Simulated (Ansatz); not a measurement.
**Ta (diamond type): how the settings move a single-point run**

How sensitive is a single-point run of Ta (diamond type) to its settings? A reference run comes first, then one run with altered input.

Computed with Ansatz 0.2.0 (reference: DFT, PBE, PAW with Ansatz's default frozen-core files, scalar-relativistic, unless a step's input says otherwise).

1 further run of the same task is left out (it didn't finish).

## Step 1: Starting point

Symmetry: Fd-3m, No. 227, cubic system. The conventional cell has a = 6.157 Å, b = 6.157 Å, c = 6.157 Å, α = 90.00°, β = 90.00°, γ = 90.00°. Ta (site symmetry -43m) is surrounded by 4 Ta at 2.67 Å.

Coordinates:

```xyz
2
Lattice="0.0000 3.0785 3.0785 3.0785 0.0000 3.0785 3.0785 3.0785 0.0000" Properties=species:S:1:pos:R:3 pbc="T T T"
Ta    0.0000    0.0000    0.0000
Ta    1.5393    1.5393    1.5393
```

## Step 2: The reference run

input.yaml

```yaml
crystal:
  lattice:
    - [0.0, 3.0785347425, 3.0785347425]
    - [3.0785347425, 0.0, 3.0785347425]
    - [3.0785347425, 3.0785347425, 0.0]
  atoms:
    - { symbol: Ta, position: [0.0, 0.0, 0.0] }
    - { symbol: Ta, position: [0.25, 0.25, 0.25] }
kpoints:
  mp_grid: { grid: [9, 9, 9] }
scf:
  occupations: { method: fermi_dirac, width: 0.03 }
hamiltonian:
  xc: pbe
  pseudopotentials: { kind: paw }
output:
  forces: true
  stress: true
  eigenvalues: true
  efg: { contact_densities: true }
```

Started as:

```console
$ ansatz run input.yaml --threads 1 --pin off --max-ram 2048MiB --backend cpu --events-out ev --progress --plain --runs-dir out
```

From the output:

```text
[...]
Basis set: ecut = 420 eV, 1139 PW (Γ), exchange–correlation on 60×60×60 points (8 copies of the dense FFT grid, shifted against one another)
[...]
k-points: 35 of 729
[...]
SCF iter   1: F=—  HF=-19858.708002 eV  |F-HF|=—  |Δ(HF+E_count)|=         —  Δρ=5.81e-3  dr2=1.83e-2  ethr=1.77e-3  ⟨swp⟩=5.8  Hψ=2931  notcnv=0
preconditioner: auto → Kerker (q_TF=auto, 2.384 Å⁻¹)  [metal: Δε(μ)=0.030 eV  Ē_g=2.875 eV  σ=0.030 eV  W_gap=0.24  n_scr=14 (ndim 8)  ℏωp=15.4 eV  f_vac=0.000  D(μ)=4.09/eV (n_scr^D=58)]
SCF iter   2: F=—  HF=-19858.707142 eV  |F-HF|=—  |Δ(HF+E_count)|=   8.60e-4  Δρ=3.28e-3  dr2=6.51e-3  ethr=7.03e-5  ⟨swp⟩=1.7  Hψ=949  notcnv=0
[...]
SCF iter   5: F=—  HF=-19858.707440 eV  |F-HF|=—  |Δ(HF+E_count)|=   1.70e-5  Δρ=2.70e-5  dr2=3.45e-7  ethr=6.87e-8  ⟨swp⟩=2.1  Hψ=740  notcnv=0
SCF iter   6: F=-19858.707440 eV  HF=-19858.707440 eV  |F-HF|=5.71e-9  |Δ(HF+E_count)|=   3.14e-7  Δρ=3.30e-6  dr2=4.18e-9  ethr=3.85e-10  ⟨swp⟩=5.5  Hψ=2299  notcnv=0
[...]
SCF converged after 6 iterations
Free energy (F): -19858.707440 eV
[...]
E sigma→0 (E₀):  -19858.701493 eV
[...]
Fermi energy:    9.989733 eV
[...]
  P = ⅓ Tr σ = -1.7176 GPa (-17.176 kbar)
[...]
```

Wall time 1.8 s (1 thread of Intel Xeon 6975P-C (Granite Rapids), shared host); peak memory 0.4 GiB.

## Step 3: Changing settings: symmetry.detect false

Changes to input.yaml since step 2:

```diff
@@ -8,2 +8,3 @@
     - { symbol: Ta, position: [0.25, 0.25, 0.25] }
+  symmetry: { detect: false }
 kpoints:
```

Started as:

```console
$ ansatz run input.yaml --threads 1 --pin off --max-ram 2048MiB --backend cpu --events-out ev --progress --plain --runs-dir out
```

The log of the run (excerpt; [...] marks lines left out):

```text
Ta: output.efg is read without spin–orbit coupling, which moves field gradients at and beside such atoms by some per cent and up to a factor of two; PAW files take it under magnetization.noncollinear and magnetization.spin_orbit
[...]
Pseudopotentials: kind: paw
Pseudopotential: Ta, paw, valence charge 13, recommended cutoff 420 eV (normal)
Functional definition: PBE
[...]
Crystal: 2 atoms, lattice volume = 58.353 Å³
Basis set: ecut = 420 eV, 1139 PW (Γ), exchange–correlation on 60×60×60 points (8 copies of the dense FFT grid, shifted against one another)
Bands: 17, of which v1, the nominal top of the filled ones, is band 13 counted from 1 (12 counted from 0)
Symmetry: 1 space group operations
k-points: 365 of 729 (time reversal used)
[...]
SCF iter   1: F=—  HF=-19858.707992 eV  |F-HF|=—  |Δ(HF+E_count)|=         —  Δρ=5.81e-3  dr2=1.83e-2  ethr=1.77e-3  ⟨swp⟩=5.8  Hψ=30631  notcnv=0
[...]
SCF iter   6: F=-19858.707440 eV  HF=-19858.707440 eV  |F-HF|=4.29e-9  |Δ(HF+E_count)|=   3.15e-7  Δρ=4.37e-6  dr2=1.51e-8  ethr=3.85e-10  ⟨swp⟩=5.5  Hψ=23797  notcnv=0
[...]
SCF converged after 6 iterations
Free energy (F): -19858.707440 eV
[...]
E sigma→0 (E₀):  -19858.701493 eV
Entropy (-TS):   -0.011895 eV (-5.948 meV/atom)
Fermi energy:    9.989733 eV
[...]
--- Forces (eV/Å), atoms counted from 1 ---
  atom   1  Ta    -0.00000206     0.00000075     0.00000339
  atom   2  Ta     0.00000112    -0.00000152    -0.00000366
[...]
--- Stress (GPa, compression-positive) ---
       -1.717613      -0.000020      -0.000009
       -0.000020      -1.717613       0.000011
       -0.000009       0.000011      -1.717612
  P = ⅓ Tr σ = -1.7176 GPa (-17.176 kbar)
--- PAW observables at the nuclei: V_zz in 10²¹ V/m², potentials from the cell's mean, atoms counted from 1 ---
  atom   1  Ta V_zz =    +0.000196   η = 0.4051   by run symmetry: not_imposed
            electrostatic potential = -14490.330877 V   contact ρ = 8154724.700080 e/Å³
  atom   2  Ta V_zz =    +0.000165   η = 0.6372   by run symmetry: not_imposed
            electrostatic potential = -14490.330039 V   contact ρ = 8154724.687202 e/Å³
--- Band table (eV; the first three rows and the last of 365) ---
  k-point 0: bands = ["-57.2884", "-57.0540", "-24.1125", "-24.1125", "-24.1125", "-23.3697", "-23.3697", "-23.3697", "4.4906", "9.0942", "9.0942", "9.7015", "9.7015", "9.7015", "11.9521", "11.9521", "11.9521"]
[...]
```

Run time: 13 s. Hardware: 1 thread of Intel Xeon 6975P-C (Granite Rapids), shared host; peak memory 0.68 GiB.

Energy and cycle count are those of the reference, so the change (use of symmetry) left the result and the number of cycles as they were. Cost: 13 s against 1.8 s.

## Step 4: Side by side

| run | ending | energy change | pressure (GPa) | gap (eV) | force (eV/Å) | cycles | time |
| --- | --- | --- | --- | --- | --- | --- | --- |
| reference | converged | 0 | -1.7 | 0.00 | 0.00 | 6 | 1.8 s |
| 1: symmetry.detect false | converged | 0.0 meV/atom | -1.7 | 0.00 | 0.00 | 6 | 13 s |

Residual by cycle in the longest SCF loop of each run; runs are numbered as in the table. The quantity is the density residual dr2, in eV.

| cycle | reference | run 1 |
| --- | --- | --- |
| 1 | 0.0183 | 0.0183 |
| 2 | 0.00651 | 0.00651 |
| 3 | 2.3e-4 | 2.3e-4 |
| 4 | 1.8e-5 | 1.8e-5 |
| 5 | 3.4e-7 | 3.5e-7 |
| 6 | 4.2e-9 | 1.5e-8 |

What this shows: Energy and cycle count are those of the reference, so the change (use of symmetry) left the result and the number of cycles as they were. Cost: 13 s against 1.8 s.
